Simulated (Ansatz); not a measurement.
## CuO: all-electron results

```xyz
4
Lattice="2.3418 -1.7113 0.0000 2.3418 1.7113 0.0000 -0.8500 0.0000 5.0579" Properties=species:S:1:pos:R:3 pbc="T T T"
Cu    1.1709    0.8557    0.0000
Cu    0.7459   -0.8557    2.5289
O     2.1293   -0.2793    1.2645
O     1.7043    0.2793    3.7934
```

Atom numbers follow the list: Cu1, Cu2, O3, O4.

The cell comes from COD entry 9014580, which wasn't checked; take it as a given geometry.

Without spin polarisation or U, such a compound can come out metallic where the real one is a magnetic insulator.

Levels of theory: DFT, PBE, all-electron LAPW, scalar-relativistic (Ansatz 0.2.0); DFT, PBE, PAW with Ansatz's default frozen-core files, scalar-relativistic (Ansatz 0.2.0).

For LAPW: a Γ-centred 15×15×8 k mesh, Fermi–Dirac smearing of 0.05 eV, basis error target 1 meV/atom, no spin polarisation. PAW takes a cutoff of 420 eV at this cell. The Ansatz runs share mesh, smearing and spin set-up. Values come from LAPW unless marked.

```yaml
Pressure_at_this_cell: 57.1 kbar
Band_gap: "none: bands cross the Fermi level, a metal"
Stress_xx_yy_zz_compression_positive: 5.45, 6.90, 4.78 GPa
Largest_force: 0.263 eV/Å on O3
Density_of_states_at_the_Fermi_level_0.2_eV_bin: 2.23 states/eV per cell
Löwdin_charges_with_0.22_e_of_the_cell_spilling_out_of_the_atomic_basis_so_their_sizes_and_signs_hang_on_that_basis: Cu1 1.02, O3 -0.91 e
Bader_charges_from_the_PAW_run: Cu1 +1.00, O3 -1.00 e
Volume_per_atom: 10.13 Å³
```
